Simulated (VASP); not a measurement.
A run of VASP 6.6.1 is set up as follows.

INCAR

```
SYSTEM = Zr8Si15
  PREC = Accurate
  ENCUT = 520
  EDIFF = 1E-6
  ISMEAR = 1
  SIGMA = 0.15
  LREAL = Auto
  LASPH = .TRUE.
  NELM = 60
  ALGO = Fast
  ISIF = 2
  LWAVE = .FALSE.
  LCHARG = .FALSE.
  GGA = PE
  NBANDS = 95
```

Contents of KPOINTS:

```
Automatic mesh
0
G
  2 2 2
  0 0 0
```

File POSCAR:

```
Zr8Si15
1.0
    7.4500540000      0.0000002500      0.0000000000
    1.8625137500     -7.3899729400      0.0000000000
    0.0000000000      0.0000000000     -7.3499200000
Si Zr
15 8
Direct
    0.1241779530      0.5000851913      0.1238680149
    0.2255987251      0.1025298824      0.3738866545
    0.2768608447      0.8921624102      0.1237827078
    0.3730204163      0.4998984601      0.8753000033
    0.1258689016      0.4985600166      0.6238259736
    0.2256876697      0.1026036310      0.8737372652
    0.2836275116      0.8879326249      0.6238301913
    0.8755064670      0.4991831836      0.3760654538
    0.6265970997      0.4966528547      0.1238077421
    0.7219489441      0.1107376424      0.3796162407
    0.7773195067      0.8994965541      0.1238270621
    0.8754210963      0.4992674870      0.8715108464
    0.3731665002      0.4999927771      0.3725016055
    0.7218847551      0.1108182922      0.8680842785
    0.7749516027      0.8853500881      0.6238522324
    0.0520646324      0.7921282068      0.3740229826
    0.4484030959      0.2094431366      0.1238915526
    0.0520326602      0.7920912648      0.8736329103
    0.4408752911      0.2102955076      0.6238154973
    0.5518870390      0.7923977781      0.3664472538
    0.9482711136      0.2093262384      0.1237942726
    0.5518934045      0.7923529877      0.8811735366
    0.9578547708      0.2077108065      0.6238954982
```

Potentials or basis: VASP PAW PBE potentials, release 64 (Si, Zr_sv).

Run with:

```console
$ cat potpaw_PBE.64/Si/POTCAR potpaw_PBE.64/Zr_sv/POTCAR > POTCAR
$ mpirun -np 1 vasp_std > vasp.out
```

Estimate the largest force.

0.029 eV/Å.

Estimate the pressure.

-0.9 GPa.

Estimate the band gap on the k mesh.

none (metal or under the smearing width).

Forces in eV/Å, atoms in the order of the input:
```
Si   0.007 -0.003 -0.001
Si   0.003  0.002  0.005
Si   0.011  0.007 -0.003
Si  -0.008  0.011 -0.010
Si   0.001  0.001  0.000
Si  -0.002  0.004 -0.010
Si   0.001 -0.001  0.000
Si   0.000  0.008 -0.001
Si   0.002  0.008 -0.001
Si  -0.004  0.005  0.006
Si   0.010  0.004  0.003
Si   0.004  0.014 -0.002
Si  -0.013  0.016  0.014
Si  -0.004  0.006 -0.005
Si  -0.001 -0.005  0.003
Zr   0.008 -0.006  0.010
Zr  -0.004 -0.026  0.002
Zr   0.011 -0.010 -0.009
Zr   0.012 -0.009  0.000
Zr  -0.006 -0.005 -0.007
Zr   0.003  0.000 -0.002
Zr  -0.008 -0.005  0.004
Zr  -0.021 -0.019  0.006
```

Caveat: the k mesh is coarse (spacing up to 0.43 Å⁻¹), so the values aren't converged.
